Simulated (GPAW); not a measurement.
# WS2 in GPAW: equation of state

Aim: energy against volume of WS2 in PBE, for its equilibrium volume and stiffness.

All numbers are computed with GPAW 26.7.0; they aren't measurements. Logs are shortened: lines on timing, memory, paths and dates and some standing lists are left out, and cuts for length are marked. The log counts tension as positive stress, the text compression.

### 1 The structure

The cell holds a slab with vacuum, 12 atoms: a = 3.183 Å, b = 3.183 Å, c = 35.181 Å, α = 90.00°, β = 90.00°, γ = 120.00°.

### 2 Equation of state, PBE

Input file run.py:

```python
from ase import Atoms
from ase.eos import EquationOfState
from ase.io import Trajectory
from ase.units import GPa
from ase.parallel import parprint
from gpaw import GPAW, PW

atoms = Atoms(['W', 'W', 'W', 'W', 'S', 'S', 'S', 'S', 'S', 'S', 'S', 'S'],
              cell=[[3.1831225544, 0.0, 0.0],
                    [-1.5915612772, 2.7566649955, 0.0],
                    [0.0, 0.0, 35.1805582101]],
              scaled_positions=[[0.3333333333, 0.6666666667, 0.59231661],
                                [0.3333333333, 0.6666666667, 0.2234],
                                [0.6666666667, 0.3333333333, 0.7766],
                                [0.6666666667, 0.3333333333, 0.40768339],
                                [0.3333333333, 0.6666666667, 0.82114964],
                                [0.3333333333, 0.6666666667, 0.45202369],
                                [0.6666666667, 0.3333333333, 0.63662107],
                                [0.6666666667, 0.3333333333, 0.26774184],
                                [0.3333333333, 0.6666666667, 0.73225816],
                                [0.3333333333, 0.6666666667, 0.36337893],
                                [0.6666666667, 0.3333333333, 0.54797631],
                                [0.6666666667, 0.3333333333, 0.17885036]],
              pbc=True)

traj = Trajectory('eos.traj', 'w')
volumes, energies = [], []
for x in [0.94, 0.96, 0.98, 1.0, 1.02, 1.04, 1.06]:
    a = atoms.copy()
    a.set_cell(atoms.cell * x**(1 / 3), scale_atoms=True)
    calc = GPAW(mode=PW(600),
                xc='PBE',
                kpts={'size': (10, 10, 1), 'gamma': True},
                occupations={'name': 'fermi-dirac', 'width': 0.05},
                nbands=87,
                convergence={'density': 1e-05, 'energy': 1e-05},
                maxiter=150,
                txt=f'eos-{x:.2f}.txt')
    a.calc = calc
    energies.append(a.get_potential_energy(force_consistent=True))
    volumes.append(a.get_volume())
    p = -a.get_stress()[:3].mean() / GPa
    calc.write(f'eos-{x:.2f}.gpw')
    traj.write(a)
    parprint(f'{x:.2f} {volumes[-1]:10.4f} A^3 {energies[-1]:14.6f} eV {p:9.3f} GPa', flush=True)

v0, e0, B = EquationOfState(volumes, energies, eos='birchmurnaghan').fit()
parprint(f'V0 = {v0:.4f} A^3, E0 = {e0:.6f} eV, B0 = {B / GPa:.2f} GPa')
```

Potentials or basis: GPAW PAW data sets (gpaw-data 1.2.1), pw.

On the command line:

```bash
OMP_NUM_THREADS=1 mpirun -n 4 gpaw python run.py
```

The log of the run:

```text
__  _  _
 | _ |_)|_||  |
 |__||  | ||/\| - 26.7.0

Input parameters:
  mode=PW(ecut=600.0),
  convergence={'density': 1e-05, 'energy': 1e-05},
  kpts=MonkhorstPack(size=(10, 10, 1), gamma=True),
  maxiter=150,
  nbands=87,
  occupations=Occupations(name='fermi-dirac', width=0.05),
  xc=XC(name='PBE')

Diagonalizing LCAO Hamiltonian
Converting LCAO to pw mode

        S

           W
        S

           S
        W

           S

        S

           W
        S

           S
        W

           S

Atoms  # Å, Bohr magnetons
|    | symbol |         x |        y |         z |    initial magnetic moments |
|----|--------|-----------|----------|-----------|-----------------------------|
|  0 |      W | -0.000000 | 1.800260 | 20.412644 | ( 0.0000,  0.0000,  0.0000) |
|  1 |      W | -0.000000 | 1.800260 |  7.698897 | ( 0.0000,  0.0000,  0.0000) |
|  2 |      W |  1.559071 | 0.900130 | 26.763489 | ( 0.0000,  0.0000,  0.0000) |
|  3 |      W |  1.559071 | 0.900130 | 14.049742 | ( 0.0000,  0.0000,  0.0000) |
|  4 |      S | -0.000000 | 1.800260 | 28.298776 | ( 0.0000,  0.0000,  0.0000) |
|  5 |      S | -0.000000 | 1.800260 | 15.577815 | ( 0.0000,  0.0000,  0.0000) |
|  6 |      S |  1.559071 | 0.900130 | 21.939481 | ( 0.0000,  0.0000,  0.0000) |
|  7 |      S |  1.559071 | 0.900130 |  9.227023 | ( 0.0000,  0.0000,  0.0000) |
|  8 |      S | -0.000000 | 1.800260 | 25.235363 | ( 0.0000,  0.0000,  0.0000) |
|  9 |      S | -0.000000 | 1.800260 | 12.522905 | ( 0.0000,  0.0000,  0.0000) |
| 10 |      S |  1.559071 | 0.900130 | 18.884571 | ( 0.0000,  0.0000,  0.0000) |
| 11 |      S |  1.559071 | 0.900130 |  6.163610 | ( 0.0000,  0.0000,  0.0000) |

Unit cell  # Å
| periodic |         x |        y |         z |   lengths |     angles |
|----------|-----------|----------|-----------|-----------|------------|
|      yes |  3.118143 | 0.000000 |  0.000000 |  3.118143 |  90.000000 |
|      yes | -1.559071 | 2.700391 |  0.000000 |  3.118143 |  90.000000 |
|      yes |  0.000000 | 0.000000 | 34.462386 | 34.462386 | 120.000000 |

Number of symmetries: 12
Symmetry operations  # r_c * U_cc + t_c -> r_c
|    | kind |            matrix            |
|----|------|------------------------------|
|  0 |  σ   |  1, 1, 0,  0,-1, 0,  0, 0, 1 |
|  1 |  S6  |  1, 1, 0, -1, 0, 0,  0, 0,-1 |
|  2 |  E   |  1, 0, 0,  0, 1, 0,  0, 0, 1 |
|  3 |  C2  |  1, 0, 0, -1,-1, 0,  0, 0,-1 |
|  4 |  C2  |  0, 1, 0,  1, 0, 0,  0, 0,-1 |
|  5 |  C3  |  0, 1, 0, -1,-1, 0,  0, 0, 1 |
|  6 |  S6  |  0,-1, 0,  1, 1, 0,  0, 0,-1 |
|  7 |  σ   |  0,-1, 0, -1, 0, 0,  0, 0, 1 |
|  8 |  σ   | -1, 0, 0,  1, 1, 0,  0, 0, 1 |
|  9 |  i   | -1, 0, 0,  0,-1, 0,  0, 0,-1 |
| 10 |  C3  | -1,-1, 0,  1, 0, 0,  0, 0, 1 |
| 11 |  C2  | -1,-1, 0,  0, 1, 0,  0, 0,-1 |

BZ-sampling:
  Number of BZ points: 100
  Number of IBZ points: 14

  Monkhorst-Pack size: [10, 10, 1]
  Monkhorst-Pack shift: [0.05, 0.05, 0.0]

K-points  # in reciprocal-cell coordinates
|     |                                coordinates |     weight |
|-----|--------------------------------------------|------------|
|   0 | (  0.00000000,   0.00000000,   0.00000000) | 0.01000000 |
|   1 | (  0.10000000,   0.00000000,   0.00000000) | 0.06000000 |
|   2 | (  0.20000000,  -0.10000000,   0.00000000) | 0.06000000 |
|   3 | (  0.20000000,   0.00000000,   0.00000000) | 0.06000000 |
|   4 | (  0.30000000,  -0.10000000,   0.00000000) | 0.12000000 |
|   5 | (  0.30000000,   0.00000000,   0.00000000) | 0.06000000 |
|   6 | (  0.40000000,  -0.20000000,   0.00000000) | 0.06000000 |
|   7 | (  0.40000000,  -0.10000000,   0.00000000) | 0.12000000 |
|   8 | (  0.40000000,   0.00000000,   0.00000000) | 0.06000000 |
|   9 | (  0.40000000,   0.30000000,   0.00000000) | 0.06000000 |
| ... |                                            |            |
|  13 | (  0.50000000,   0.50000000,   0.00000000) | 0.03000000 |

Plane wave coefficients: 9737
Cutoff: 600.0 eV

Spin-components: 1 (collinear spins)
Bands:           87
Projectors:      64
Spin-degeneracy: 2
Datatype:        complex128

Parallelization:
  kpt:    4
  domain: 1
  band:   1

Density:
  Valence electrons: 104.0
  Components: 1
  Grid points: [ 18  18 196]
  Charge: 0.0  # |e|

Potential:
  Grid points: [ 18  18 196]

species:
  W:
    name:    Tungsten
    Z:       74.0
    valence: 14
    core:    60
    charge:  0.0  # [|e|]
    compensation charges:
      type: gauss
      rc: 0.40  # [Å]
      lmax: 2
    cutoffs:
      filter: 2.36  # [Å]
      core: 3.02  # [Å]
    projectors
    | kind |    occ | energy [eV] | rcut [Å] |
    |------|--------|-------------|----------|
    |   5s |  2.000 |     -78.830 |    1.344 |
    |   6s |  2.000 |      -5.697 |    1.344 |
    |   5p |  6.000 |     -43.233 |    1.355 |
    |   6p |  0.000 |      -1.367 |    1.355 |
    |   5d |  4.000 |      -4.494 |    1.228 |
    |    d |        |      22.717 |    1.228 |

    Using partial waves for W as LCAO basis

  S:
    name:    Sulfur
    Z:       16.0
    valence: 6
    core:    10
    charge:  0.0  # [|e|]
    compensation charges:
      type: gauss
      rc: 0.24  # [Å]
      lmax: 2
    cutoffs:
      filter: 1.77  # [Å]
      core: 1.66  # [Å]
    projectors
    | kind |    occ | energy [eV] | rcut [Å] |
    |------|--------|-------------|----------|
    |   3s |  2.000 |     -17.254 |    0.974 |
    |   3p |  4.000 |      -7.008 |    0.979 |
    |    s |        |       9.957 |    0.974 |
    |    p |        |      20.203 |    0.979 |
    |    d |        |       0.000 |    0.900 |

    Using partial waves for S as LCAO basis

Reference energy: -1841947.645801  # eV

eigensolver:
  PPCG
  Converge bands: occupied
  niter=2

density mixing:
  MSR1-Mixer
  Pratt-step length: 0.05
  Maximum mixing coefficient: 0.75
  Old densities: 10
  SVD Regularization: 0.005
  Good broyden scale: 1.0
  Trust region scale: 1.0
  Backstep threshold: 4.0
  History deletion threshold: 6.0
  Fourier metric: weight=20.0, sigma=0.015

occupation numbers:
  Fermi-Dirac:
    width: 0.0500  # eV

poisson solver:
  ecut: 4800.0  # eV

xc functional:
  name: PBE with 2 nearest neighbor stencil

convergence criteria:
- Maximum integral of absolute [dens]ity change: 1e-05 electrons / valence electron
- Maximum [total energy] change in last 3 cyles: 1e-05 eV / valence electron
- Maximum integral of absolute [eigenst]ate change: 4e-08 eV^2 / valence electron
maximum number of iterations: 150

SCF iterations
|iter     | |      energy | eigst |  dens |
|---------|-|-------------|-------|-------|
|iter:   1| |  -89.064282 | +0.41 |       |
|iter:   2| |  -89.629889 | -1.15 | -1.18 |
|iter:   3| |  -90.074883 | -1.02 | -1.22 |
|iter:   4| |  -89.340970 | -1.68 | -1.29 |
|iter:   5| |  -88.720485 | -1.69 | -1.48 |
|iter:   6| |  -88.503790 | -2.39 | -1.78 |
|iter:   7| |  -88.433859 | -3.13 | -1.97 |
|iter:   8| |  -88.439120 | -3.45 | -2.40 |
|iter:   9| |  -88.423107 | -3.85 | -2.44 |
|iter:  10| |  -88.422189 | -4.61 | -2.92 |
|iter:  11| |  -88.422208c| -5.79 | -3.29 |
|iter:  12| |  -88.422209c| -6.54 | -3.94 |
|iter:  13| |  -88.422210c| -7.28 | -4.65 |
|iter:  14| |  -88.422210c| -7.69c| -5.31c|

Converged in 14 steps
Energy contributions relative to reference atoms: (reference = -1841947.645801)

Energy contributions:
  Kinetic:         126.359545
  Coulomb:        -124.358628
  Zero:              0.678393
  External:          0.000000
  Xc:              -91.101519
  Entropy:          -0.000000
  Spinorbit:         0.000000
  ----------------------------
  Free energy:     -88.422210
  Extrapolated:    -88.422210

dipole moment: (0.000007, 0.000013, 0.000161)  # |e|*Ang

Fermi level: 5.633
Eigenvalues  # (at kpt = [0.000, 0.000, 0.000])
| band index |      eig [eV] | occ [0-2] |
|------------|---------------|-----------|
|          0 |       -69.209 |     2.000 |
|        ... |               |           |
|         44 |         2.758 |     2.000 |
|         45 |         2.758 |     2.000 |
|         46 |         2.758 |     2.000 |
|         47 |         3.001 |     2.000 |
|         48 |         4.081 |     2.000 |
|         49 |         4.426 |     2.000 |
[... 8 lines left out ...]
|         58 |         7.527 |     0.000 |
|         59 |         7.527 |     0.000 |
|        ... |               |           |
|         86 |        15.038 |     0.000 |

Gap: 1.414 eV
Transition (v -> c):
  (s=0, k=0, n=51, [0.00, 0.00, 0.00]) -> (s=0, k=6, n=52, [0.40, -0.20, 0.00])
Direct/indirect transitions are different
Direct gap: 2.276 eV
Transition at: (s=0, k=9, n=51, [0.40, 0.30, 0.00])

Stress tensor  # eV/Ang^3
|         x |         y |         z |
|-----------|-----------|-----------|
| -0.054739 |  0.000000 |  0.000000 |
|  0.000000 | -0.054739 | -0.000000 |
|  0.000000 | -0.000000 | -0.064969 |

# Writing to eos-0.94.gpw (mode='')
```

Wall time 17 min (4 MPI ranks of Intel Xeon at 2.70GHz, shared host); peak memory 0.78 GiB.

What came out:

```
Equilibrium volume                        : 26.02 Å³/atom
Bulk modulus at fixed shape and positions : 109 GPa
Pressure derivative of the bulk modulus   : 4.4
```

Energy against volume, from the lowest point:
| volume (Å³/atom) | energy (meV/atom) |
| --- | --- |
| 24.182 | 49.61 |
| 24.696 | 24.40 |
| 25.211 | 8.33 |
| 25.725 | 0.47 |
| 26.240 | 0.00 |
| 26.754 | 6.16 |
| 27.269 | 18.28 |

Caveat: the cell was scaled at fixed shape and fractional positions, which overstates the stiffness of a crystal with free parameters, most of all of layers and chains. The run has no spin-orbit coupling, so splittings on W are missing.
